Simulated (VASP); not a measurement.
# K2S (Fm-3m) in VASP: settings compared

One crystal, K2S, is run at these levels: PBE, PBE+D3(BJ); tasks: relaxation of cell and atoms.

Program: VASP 6.6.1. These are calculated values, not measurements. Logs are shortened: lines on timing, memory, paths and dates and some standing lists are left out, and cuts for length are marked.

### Step 1. Starting point

The structure is cubic, space group Fm-3m (No. 225). The conventional cell has a = 7.414 Å, b = 7.414 Å, c = 7.414 Å, α = 90.00°, β = 90.00°, γ = 90.00°. Around K (site symmetry -43m) lie 4 S at 3.21 Å. S (site symmetry m-3m) is surrounded by 8 K at 3.21 Å.

The cell is a database's computed one.

### Step 2. Relaxation of cell and atoms, PBE

The input, INCAR:

```
ALGO = Normal ; EDIFF = 1E-7
EDIFFG = -0.005 ; ENCUT = 600
GGA = PE ; IBRION = 2
ISIF = 3 ; ISMEAR = 0
LASPH = True ; LCHARG = False
LREAL = False ; LWAVE = False
NELM = 60 ; NSW = 90
PREC = Accurate ; SIGMA = 0.02
```

The input, KPOINTS:

```
k-points
0
Gamma
  6 6 6
```

The input, POSCAR:

```
K2S
1.0
    0.0000000000      3.7069394600      3.7069394600
    3.7069394600      0.0000000000      3.7069394600
    3.7069394600      3.7069394600      0.0000000000
K S
2 1
Direct
    0.7500000000      0.7500000000      0.7500000000
    0.2500000000      0.2500000000      0.2500000000
    0.0000000000      0.0000000000      0.0000000000
```

Potentials or basis: VASP PAW PBE potentials, release 64 (K_sv, S).

Command:

```bash
cat potpaw_PBE.64/K_sv/POTCAR potpaw_PBE.64/S/POTCAR > POTCAR
mpirun -np 1 vasp_std > vasp.out
```

OUTCAR:

```text
EDIFF = 1E-7
   EDIFFG = -0.005
   ENCUT = 600
   GGA = PE
   IBRION = 2
   ISIF = 3
   ISMEAR = 0
   LASPH = True
   LREAL = False
   NELM = 60
   NSW = 90
   PREC = Accurate

 ion  position               nearest neighbor table
   1  0.750  0.750  0.750-   3 3.21   3 3.21   3 3.21   3 3.21   2 3.71   2 3.71   2 3.71   2 3.71
                             2 3.71   2 3.71
   2  0.250  0.250  0.250-   3 3.21   3 3.21   3 3.21   3 3.21   1 3.71   1 3.71   1 3.71   1 3.71
                             1 3.71   1 3.71
   3  0.000  0.000  0.000-   1 3.21   1 3.21   1 3.21   1 3.21   2 3.21   2 3.21   2 3.21   2 3.21

  LATTYP: Found a face centered cubic cell.
 ALAT       =     7.4138789200

  Lattice vectors:

 A1 = (   0.0000000000,   3.7069394600,   3.7069394600)
 A2 = (   3.7069394600,   0.0000000000,   3.7069394600)
 A3 = (   3.7069394600,   3.7069394600,   0.0000000000)

Analysis of symmetry for initial positions (statically):
=====================================================================
 Subroutine PRICEL returns:
 Original cell was already a primitive cell.

 Routine SETGRP: Setting up the symmetry group for a
 face centered cubic supercell.

 Subroutine GETGRP returns: Found 48 space group operations
 (whereof 48 operations were pure point group operations)
 out of a pool of 48 trial point group operations.

The static configuration has the point symmetry O_h .

Analysis of symmetry for dynamics (positions and initial velocities):
=====================================================================
 Subroutine PRICEL returns:
 Original cell was already a primitive cell.

 Routine SETGRP: Setting up the symmetry group for a
 face centered cubic supercell.

 Subroutine GETGRP returns: Found 48 space group operations
 (whereof 48 operations were pure point group operations)
 out of a pool of 48 trial point group operations.

The dynamic configuration has the point symmetry O_h .

 Subroutine INISYM returns: Found 48 space group operations
 (whereof 48 operations are pure point group operations),
 and found     1 'primitive' translations

----------------------------------------------------------------------------------------

                                     Primitive cell

  volume of cell :     101.8771

  direct lattice vectors                    reciprocal lattice vectors
     0.000000000  3.706939460  3.706939460    -0.134882160  0.134882160  0.134882160
     3.706939460  0.000000000  3.706939460     0.134882160 -0.134882160  0.134882160
     3.706939460  3.706939460  0.000000000     0.134882160  0.134882160 -0.134882160

  length of vectors
     5.242404059  5.242404059  5.242404059     0.233622754  0.233622754  0.233622754

  position of ions in fractional coordinates (direct lattice)
     0.750000000  0.750000000  0.750000000
     0.250000000  0.250000000  0.250000000
     0.000000000  0.000000000  0.000000000

  ion indices of the primitive-cell ions
   primitive index   ion index
                 1           1
                 2           2
                 3           3

----------------------------------------------------------------------------------------

 KPOINTS: k-points

Automatic generation of k-mesh.
 Grid dimensions read from file:
 generate k-points for:    6    6    6

 Generating k-lattice:

  Cartesian coordinates                     Fractional coordinates (reciprocal lattice)
    -0.022480360  0.022480360  0.022480360     0.166666667  0.000000000  0.000000000
     0.022480360 -0.022480360  0.022480360     0.000000000  0.166666667  0.000000000
     0.022480360  0.022480360 -0.022480360     0.000000000  0.000000000  0.166666667

  Length of vectors
     0.038937126  0.038937126  0.038937126

  Shift w.r.t. Gamma in fractional coordinates (k-lattice)
     0.000000000  0.000000000  0.000000000

 Subroutine IBZKPT returns following result:
 ===========================================

 Found     16 irreducible k-points:

 Following reciprocal coordinates:
            Coordinates               Weight
  0.000000  0.000000  0.000000      1.000000
  0.166667  0.000000  0.000000      8.000000
  0.333333  0.000000  0.000000      8.000000
  0.500000  0.000000  0.000000      4.000000
  0.166667  0.166667  0.000000      6.000000
  0.333333  0.166667  0.000000     24.000000
[... 8 lines left out ...]
 -0.333333  0.333333  0.166667     24.000000
 -0.333333  0.500000  0.166667     12.000000
   k-points           NKPTS =     16   k-points in BZ     NKDIM =     16   number of bands    NBANDS=     16
   number of dos      NEDOS =    301   number of ions     NIONS =      3
   total plane-waves  NPLWV =  74088
   dimension x,y,z NGX =    42 NGY =   42 NGZ =   42
   dimension x,y,z NGXF=    84 NGYF=   84 NGZF=   84
   ions per type =               2   1
   NGX,Y,Z   is equivalent  to a cutoff of  13.32, 13.32, 13.32 a.u.
   NGXF,Y,Z  is equivalent  to a cutoff of  26.64, 26.64, 26.64 a.u.
 SYSTEM =  unknown system
   PREC   = accura    normal or accurate (medium, high low for compatibility)
   ISTART =      0    job   : 0-new  1-cont  2-samecut
   ICHARG =      2    charge: 1-file 2-atom 10-const
   ISPIN  =      1    spin polarized calculation?
   LNONCOLLINEAR =      F non collinear calculations
   LSORBIT =      F    spin-orbit coupling
   LASPH  =      T    aspherical Exc in radial PAW
   ENCUT  =  600.0 eV  44.10 Ry    6.64 a.u.  10.47 10.47 10.47*2*pi/ulx,y,z
   NELM   =     60;   NELMIN=  2; NELMDL= -5     # of ELM steps
   EDIFF  = 0.1E-06   stopping-criterion for ELM
   LREAL  =      F    real-space projection
   EDIFFG = -.5E-02   stopping-criterion for IOM
   NSW    =     90    number of steps for IOM
   IBRION =      2    ionic relax: 0-MD 1-quasi-New 2-CG
   NFREE  =      1    steps in history (QN), initial steepest desc. (CG)
   ISIF   =      3    stress and relaxation
   ISYM   =      2    0-nonsym 1-usesym 2-fastsym
   POTIM  = 0.5000    time-step for ionic-motion
   TEBEG  =    0.0;   TEEND  =   0.0 temperature during run
   PSTRESS=    0.0 pullay stress
   NELECT =      24.0000    total number of electrons
   NUPDOWN=      -1.0000    fix difference up-down
   EMIN   =  10.00;   EMAX   =-10.00  energy-range for DOS
   EFERMI =   0.00;   METHOD = LEGACY
   ISMEAR =     0;   SIGMA  =   0.02  broadening in eV -4-tet -1-fermi 0-gaus
   EFERMI_NEDOS =   21; number of points for ismear=-14 and -15
   IALGO  =     38    algorithm
   IMIX   =      4    mixing-type and parameters
     AMIX     =   0.40;   BMIX     =  1.00
     AMIX_MAG =   1.60;   BMIX_MAG =  1.00
  volume/ion in A,a.u.               =      33.96       229.17
  Fermi-wavevector in a.u.,A,eV,Ry     =   1.011082  1.910668 13.909059  1.022287
  Thomas-Fermi vector in A             =   2.144110
   LORBIT       =      0    0 simple, 1 ext, 2 COOP (PROOUT), +10 PAW based schemes
   GGA     = PE    functional components
   LHFCALC =     F    Hartree Fock is set to
   AEXX    =    0.0000 exact exchange contribution
   IVDW    =     0    specifies the selected vdW correction
   LEPSILON=     F    determine dielectric tensor
   LRPA    =     F    only Hartree local field effects (RPA)
 conjugate gradient relaxation of ions
 non-spin polarized calculation
 Gauss-broadening in eV      SIGMA  =   0.02
  energy-cutoff  :      600.00
  volume of cell :      101.88
 maximum number of plane-waves:      3479
 NGX is ok and might be reduce to    42
   NGX = 21   NGY = 21   NGZ = 21

--------------------------------------- Ionic step        1  -------------------------------------------

 number of electron      23.9999998 magnetization

 Free energy of the ion-electron system (eV)
  ---------------------------------------------------
  ext. energy  EPLUGINS =         0.00000000
  ---------------------------------------------------
  free energy    TOTEN  =        -9.41815897 eV

  energy without entropy =       -9.41815897  energy(sigma->0) =       -9.41815897

------------------------ aborting loop because EDIFF is reached ----------------------------------------

  FORCE on cell =-STRESS in cart. coord.  units (eV):
  Direction    XX          YY          ZZ          XY          YZ          ZX
  --------------------------------------------------------------------------------------
  -------------------------------------------------------------------------------------
  Total        0.2785164      0.2785164      0.2785164     -0.0000000      0.0000000      0.0000000
  in kB        4.3801087      4.3801087      4.3801087     -0.0000000      0.0000000      0.0000000
  external PRESSURE =       4.3801087 kB  Pullay stress =       0.0000000 kB

 VOLUME and BASIS-vectors are now :
 -----------------------------------------------------------------------------
  energy-cutoff  :      600.00
  volume of cell :      101.88
      direct lattice vectors                 reciprocal lattice vectors
     0.000000000  3.706939460  3.706939460    -0.134882160  0.134882160  0.134882160
     3.706939460  0.000000000  3.706939460     0.134882160 -0.134882160  0.134882160
     3.706939460  3.706939460  0.000000000     0.134882160  0.134882160 -0.134882160
[... 38 lines left out ...]
 POSITION                                       TOTAL-FORCE (eV/Angst)
 -----------------------------------------------------------------------------------
      5.58531      5.58531      5.58531        -0.000000     -0.000000     -0.000000
      1.86177      1.86177      1.86177         0.000000     -0.000000      0.000000
      7.44708      3.72354      3.72354         0.000000      0.000000      0.000000
 -----------------------------------------------------------------------------------
    total drift:                               -0.000000     -0.000000     -0.000000

  FREE ENERGIE OF THE ION-ELECTRON SYSTEM (eV)
  ---------------------------------------------------
  free  energy   TOTEN  =        -9.4207409400 eV

  energy  without entropy=       -9.4207409400  energy(sigma->0) =       -9.42074094

--------------------------------------- Ionic step        3  -------------------------------------------

 number of electron      24.0000001 magnetization

 Free energy of the ion-electron system (eV)
  ---------------------------------------------------
  ext. energy  EPLUGINS =         0.00000000
  ---------------------------------------------------
  free energy    TOTEN  =        -9.42123484 eV

  energy without entropy =       -9.42123484  energy(sigma->0) =       -9.42123484

 E-fermi :  -0.3285     XC(G=0):  -7.2389

 val. band max:       -0.4356764102   @ k =   0.5000   0.5000   0.0000
 cond. band min:       1.8764705492   @ k =   0.0000   0.0000   0.0000
 fundamental gap:      2.3121469593
 Fermi energy:        -0.3284921768

 k-point     1 :       0.0000    0.0000    0.0000
  band No.  band energies     occupation
      1     -29.7072      2.00000
      2     -29.6334      2.00000
      3     -13.2932      2.00000
      4     -13.2932      2.00000
      5     -13.2932      2.00000
      6     -13.0729      2.00000
[... 8 lines left out ...]
     15       5.0219      0.00000
     16       6.9436      0.00000
[... 305 lines left out ...]
 POSITION                                       TOTAL-FORCE (eV/Angst)
 -----------------------------------------------------------------------------------
      5.60381      5.60381      5.60381        -0.000000      0.000000     -0.000000
      1.86794      1.86794      1.86794         0.000000      0.000000      0.000000
     -0.00000      0.00000      0.00000        -0.000000     -0.000000     -0.000000
 -----------------------------------------------------------------------------------
    total drift:                               -0.000000     -0.000000     -0.000000

  FREE ENERGIE OF THE ION-ELECTRON SYSTEM (eV)
  ---------------------------------------------------
  free  energy   TOTEN  =        -9.4212348363 eV

  energy  without entropy=       -9.4212348363  energy(sigma->0) =       -9.42123484

 reached required accuracy - stopping structural energy minimisation
```

Run time: 2.1 min. Hardware: 1 thread of Intel Xeon Platinum 8488C (Sapphire Rapids), shared host; peak memory 0.27 GiB.

Results:

```yaml
Free_energy: -9.4212 eV
Relaxed_volume: 34.76 Å³/atom
Relaxed_cell: a = 5.283 Å, b = 5.283 Å, c = 5.283 Å, α = 60.00°, β = 60.00°, γ = 60.00°
Space_group_after_relaxing_to_0.05_Å: Fm-3m (No. 225)
Energy_gained_by_relaxing: 1.0 meV/atom
Ionic_steps: 3
Pressure_after_relaxing: 0.0 GPa
Band_gap_on_the_k_mesh: 2.31 eV, indirect (least direct gap 2.48 eV)
```

The path:
| step | energy change (eV) | largest force (eV/Å) | pressure (GPa) | volume (Å³) |
| --- | --- | --- | --- | --- |
| 1 | 0.0000 | 0.0000 | 0.44 | 101.88 |
| 2 | -0.0026 | 0.0000 | 0.17 | 103.25 |
| 3 | -0.0031 | 0.0000 | -0.02 | 104.28 |

Final structure:
```
CELL_PARAMETERS angstrom
0.00000 3.73588 3.73588
3.73588 0.00000 3.73588
3.73588 3.73588 0.00000
ATOMIC_POSITIONS crystal
K 0.75000 0.75000 0.75000
K 0.25000 0.25000 0.25000
S 0.00000 0.00000 0.00000
```

Levels at points of the mesh, in eV from the valence-band top:
| k point | band 9 | band 10 | band 11 | band 12 | band 13 | band 14 | band 15 | band 16 |
| --- | --- | --- | --- | --- | --- | --- | --- | --- |
| (0.00, 0.00, 0.00) | -9.59 | -0.17 | -0.17 | -0.17 | 2.31 | 5.46 | 5.46 | 7.38 |
| (0.50, 0.00, 0.00) | -9.41 | -0.60 | -0.06 | -0.06 | 4.66 | 4.89 | 5.78 | 5.78 |
| (0.50, 0.50, 0.00) | -9.37 | -0.72 | 0.00 | 0.00 | 3.50 | 5.24 | 6.46 | 6.58 |

A k mesh can miss the band edges.

### Step 3. Relaxation of cell and atoms, PBE+D3(BJ)

The input, INCAR:

```
ALGO = Normal ; EDIFF = 1E-7
EDIFFG = -0.005 ; ENCUT = 600
GGA = PE ; IBRION = 2
ISIF = 3 ; ISMEAR = 0
IVDW = 12 ; LASPH = True
LCHARG = False ; LREAL = False
LWAVE = False ; NELM = 60
NSW = 90 ; PREC = Accurate
SIGMA = 0.02
```

KPOINTS is that of step 2.

POSCAR is that of step 2.

Potentials or basis: VASP PAW PBE potentials, release 64 (K_sv, S).

Command:

```bash
cat potpaw_PBE.64/K_sv/POTCAR potpaw_PBE.64/S/POTCAR > POTCAR
mpirun -np 1 vasp_std > vasp.out
```

OUTCAR:

```text
EDIFF = 1E-7
   EDIFFG = -0.005
   ENCUT = 600
   GGA = PE
   IBRION = 2
   ISIF = 3
   ISMEAR = 0
   IVDW = 12
   LASPH = True
   LREAL = False
   NELM = 60
   NSW = 90
   PREC = Accurate
 IVDW          = 12

 ion  position               nearest neighbor table
   1  0.750  0.750  0.750-   3 3.21   3 3.21   3 3.21   3 3.21   2 3.71   2 3.71   2 3.71   2 3.71
                             2 3.71   2 3.71
   2  0.250  0.250  0.250-   3 3.21   3 3.21   3 3.21   3 3.21   1 3.71   1 3.71   1 3.71   1 3.71
                             1 3.71   1 3.71
   3  0.000  0.000  0.000-   1 3.21   1 3.21   1 3.21   1 3.21   2 3.21   2 3.21   2 3.21   2 3.21

  LATTYP: Found a face centered cubic cell.
 ALAT       =     7.4138789200

  Lattice vectors:

 A1 = (   0.0000000000,   3.7069394600,   3.7069394600)
 A2 = (   3.7069394600,   0.0000000000,   3.7069394600)
 A3 = (   3.7069394600,   3.7069394600,   0.0000000000)

Analysis of symmetry for initial positions (statically):
=====================================================================
 Subroutine PRICEL returns:
 Original cell was already a primitive cell.

 Routine SETGRP: Setting up the symmetry group for a
 face centered cubic supercell.

 Subroutine GETGRP returns: Found 48 space group operations
 (whereof 48 operations were pure point group operations)
 out of a pool of 48 trial point group operations.

The static configuration has the point symmetry O_h .

Analysis of symmetry for dynamics (positions and initial velocities):
[... 135 lines left out ...]
 conjugate gradient relaxation of ions
 non-spin polarized calculation
 Gauss-broadening in eV      SIGMA  =   0.02
  energy-cutoff  :      600.00
  volume of cell :      101.88
 maximum number of plane-waves:      3479
 NGX is ok and might be reduce to    42
   NGX = 21   NGY = 21   NGZ = 21

--------------------------------------- Ionic step        1  -------------------------------------------

 number of electron      23.9999998 magnetization

 Free energy of the ion-electron system (eV)
  ---------------------------------------------------
  ext. energy  EPLUGINS =         0.00000000
  ---------------------------------------------------
  free energy    TOTEN  =        -9.41815897 eV

  energy without entropy =       -9.41815897  energy(sigma->0) =       -9.41815897

------------------------ aborting loop because EDIFF is reached ----------------------------------------

 Edisp (eV)   -0.64056

 E8    (eV) :    -0.3096
[... 73 lines left out ...]
--------------------------------------- Ionic step        3  -------------------------------------------

 number of electron      23.9999998 magnetization

 Free energy of the ion-electron system (eV)
  ---------------------------------------------------
  ext. energy  EPLUGINS =         0.00000000
  ---------------------------------------------------
  free energy    TOTEN  =        -9.40537605 eV

  energy without entropy =       -9.40537605  energy(sigma->0) =       -9.40537605

 E-fermi :  -0.1302     XC(G=0):  -7.4270

 val. band max:       -0.2638921211   @ k =   0.5000   0.5000   0.0000
 cond. band min:       2.1786128111   @ k =   0.0000   0.0000   0.0000
 fundamental gap:      2.4425049322
 Fermi energy:        -0.1302356947

 k-point     1 :       0.0000    0.0000    0.0000
  band No.  band energies     occupation
      1     -29.4388      2.00000
      2     -29.3482      2.00000
      3     -13.0412      2.00000
      4     -13.0412      2.00000
      5     -13.0412      2.00000
      6     -12.7873      2.00000
[... 327 lines left out ...]
  FREE ENERGIE OF THE ION-ELECTRON SYSTEM (eV)
  ---------------------------------------------------
  free  energy   TOTEN  =       -10.0639246946 eV

  energy  without entropy=      -10.0639246946  energy(sigma->0) =      -10.06392469

 reached required accuracy - stopping structural energy minimisation
```

CONTCAR:

```text
K2S
   1.00000000000000
    -0.0000000000000000    3.6725106458171570    3.6725106458171570
     3.6725106458171570    0.0000000000000000    3.6725106458171570
     3.6725106458171570    3.6725106458171570    0.0000000000000000
  K               S
     2     1
Direct
     0.7500000000000000    0.7500000000000000    0.7500000000000000
     0.2500000000000000    0.2500000000000000    0.2500000000000000
     0.0000000000000000    0.0000000000000000    0.0000000000000000

  0.00000000E+00  0.00000000E+00  0.00000000E+00
  0.00000000E+00  0.00000000E+00  0.00000000E+00
  0.00000000E+00  0.00000000E+00  0.00000000E+00
```

Wall time 2.4 min (1 thread of Intel Xeon Platinum 8488C (Sapphire Rapids), shared host); peak memory 0.29 GiB.

What came out:

* Free energy: -10.0639 eV
* Relaxed volume: 33.02 Å³/atom
* Relaxed cell: a = 5.194 Å, b = 5.194 Å, c = 5.194 Å, α = 60.00°, β = 60.00°, γ = 60.00°
* Space group after relaxing (to 0.05 Å): Fm-3m (No. 225)
* Energy gained by relaxing: 1.7 meV/atom
* Ionic steps: 3
* Pressure after relaxing: 0.0 GPa
* Band gap on the k mesh: 2.44 eV, indirect (least direct gap 2.66 eV)
* Dispersion energy per atom: -0.220 eV

Step by step:
```csv
step,energy change (eV),largest force (eV/Å),pressure (GPa),volume (Å³)
1,0.0000,0.0000,-0.56,101.88
2,-0.0043,0.0000,-0.24,100.15
3,-0.0052,0.0000,-0.02,99.06
```

Final structure:
```cif
data_structure
_symmetry_space_group_name_H-M 'P 1'
_symmetry_Int_Tables_number 1
_cell_length_a 5.1937
_cell_length_b 5.1937
_cell_length_c 5.1937
_cell_angle_alpha 60.000
_cell_angle_beta 60.000
_cell_angle_gamma 60.000
_cell_volume 99.06
loop_
_atom_site_label
_atom_site_type_symbol
_atom_site_fract_x
_atom_site_fract_y
_atom_site_fract_z
_atom_site_occupancy
K1 K 0.75000 0.75000 0.75000 1
K2 K 0.25000 0.25000 0.25000 1
S1 S 0.00000 0.00000 0.00000 1
```

A k mesh can miss the band edges.
